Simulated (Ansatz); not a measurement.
**Zone-centre phonons of LiBr at 8 GPa: input and output**

All numbers below come from Ansatz, DFT PBEsol, scalar-relativistic, plane waves, PAW.

Launched with:
```bash
ansatz run input.yaml --threads 1 --pin off --max-ram 1228MiB --backend cpu --events-out ev --progress --plain --runs-dir out
```

Input (bare energies are in eV):
```yaml
crystal:
  lattice:
    - [0.0, 2.5439737187, 2.5439737187]
    - [2.5439737187, 0.0, 2.5439737187]
    - [2.5439737187, 2.5439737187, 0.0]
  atoms:
    - { symbol: Li, position: [0.0, 0.0, 0.0] }
    - { symbol: Br, position: [0.5, 0.5, 0.5] }
basis:
  ecutwfc: 420
kpoints:
  mp_grid: { grid: [8, 8, 8] }
hamiltonian:
  xc: pbesol
scf:
  occupations: { method: fixed }
output:
  eigenvalues: true
phonons:
  method: dfpt
  dielectric: true
  rigid_motions: translations
  eigenvectors: true
```

The end of the output:
```
--- Phonons (Γ-DFPT): 2 representative perturbations + reference, on 59 of 512 k-points (Σ response iterations 7) ---
  k mesh reduced under 8 symmetry operations, with k and −k counted as one. Each operation leaves every solved perturbation unchanged. A smaller set is not considered because the run solves the response ...
  ASR residual: 1.041e-4 → 0.000e0 eV/Å²; symmetrization residual: 3.806e-7 eV/Å²
  ASR residual per site (eV/Å²): 4.13e-7 1.04e-4
  Γ frequencies (cm⁻¹): 0.00 0.00 0.00 290.09 290.09 290.09
  ε∞ (high-frequency dielectric tensor):
        3.943380     0.000000     0.000000
        0.000000     3.943380     0.000000
        0.000000     0.000000     3.943380
  ε⁰ (static dielectric tensor: ions relaxed, cell fixed):
        7.756736    -0.000000    -0.000000
       -0.000000     7.756736    -0.000000
       -0.000000    -0.000000     7.756736
  ε⁰ − ε∞ (ionic part):
        3.813355    -0.000000    -0.000000
       -0.000000     3.813355    -0.000000
       -0.000000    -0.000000     3.813355
  softest optical mode at Γ: 290.09 cm⁻¹; the repairs (sum rule, projections) moved no ω² at Γ by more than (0.67 cm⁻¹)²
  Born effective charges Z* (e; rows j = field, columns β = displacement):
    site 0:
         1.17100   -0.00000   -0.00000
         0.00000    1.17100   -0.00000
        -0.00000   -0.00000    1.17100
    site 1:
        -1.17100    0.00000    0.00000
        -0.00000   -1.17100    0.00000
         0.00000    0.00000   -1.17100
  Z* charge neutrality: 6.583e-4 e pre-enforcement
  solved inside a basis spanned on kpoints, on 8×8×8 k-points, its susceptibility summed on 12×12×12: ε∞ is read to err by 9.5e-3, Z* by 7.9e-3 e (field_mesh: kpoints solves on kpoints); Z* is corrected for ...
  optical modes at Γ without the LO–TO term, one row a degenerate level:
      ω (cm⁻¹) modes IR ((D/Å)²/amu)
        290.09      3            14.8632
  optical modes at Γ + LO–TO along q̂ = [1.0000, 0.0000, 0.0000]:
      ω (cm⁻¹) modes IR ((D/Å)²/amu)
        290.09      2             9.9088
        406.86      1             4.9544
  optical modes at Γ + LO–TO along q̂ = [0.0000, 1.0000, 0.0000]:
      ω (cm⁻¹) modes IR ((D/Å)²/amu)
        290.09      2             9.9088
        406.86      1             4.9544
  optical modes at Γ + LO–TO along q̂ = [0.0000, 0.0000, 1.0000]:
      ω (cm⁻¹) modes IR ((D/Å)²/amu)
        290.09      2             9.9088
        406.86      1             4.9544
```